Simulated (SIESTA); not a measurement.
**C: equation of state with PBEsol**

**Experimental background.**

From “Equation of state of cubic boron nitride at high pressures and temperatures”, 2007, arxiv:cond-mat/0702656, for a bulk crystal of C: bulk modulus 442 ± 5 GPa.

Crystal: C.

```xyz
2
Lattice="0.0000 1.7834 1.7834 1.7834 0.0000 1.7834 1.7834 1.7834 0.0000" Properties=species:S:1:pos:R:3 pbc="T T T"
C     2.6751    2.6751    2.6751
C     1.7834    1.7834    1.7834
```

This isn't the form of C at room conditions, which is graphite.

- Program: SIESTA 5.4.2
- Task: equation of state
- Functional: PBEsol
- Potentials or basis: PseudoDojo 0.4 standard (PBEsol files)
- Basis: DZP (energy shift 0.003 Ry)
- Grid cutoff: 500 Ry
- Energy shift: 0.003 Ry
- k mesh: 13 × 13 × 13
- Occupations: fermi-dirac, width 0.05 eV
- Spin: no spin polarisation

The equilibrium volume is 5.74 Å³/atom, the bulk modulus is 441 GPa and the pressure derivative of the bulk modulus is 3.5.

Energy against volume, from the lowest point:
| volume (Å³/atom) | energy (meV/atom) |
| --- | --- |
| 5.332 | 43.28 |
| 5.445 | 21.45 |
| 5.558 | 7.41 |
| 5.672 | 0.47 |
| 5.785 | 0.00 |
| 5.899 | 5.53 |
| 6.012 | 16.49 |

All runs of the series together: 9.6 min on 1 thread of AMD EPYC 7R43 64-Core Processor (Zen 3) (shared host).

Measured bulk modulus of C: 442 GPa (quoted in “Equation of state of cubic boron nitride at high pressures and temperatures”, 2007, arxiv:cond-mat/0702656). This calculation gives 441 GPa (-0.1 %). 3 values of this kind are on record (442 to 444.8 GPa); this one was drawn at random among those near their median, those with a stated uncertainty first. The fit is for a static lattice scaled at fixed shape and fixed fractional positions.

Caveat: the basis of atomic orbitals isn't converged, which shifts pressures, moduli and gaps.
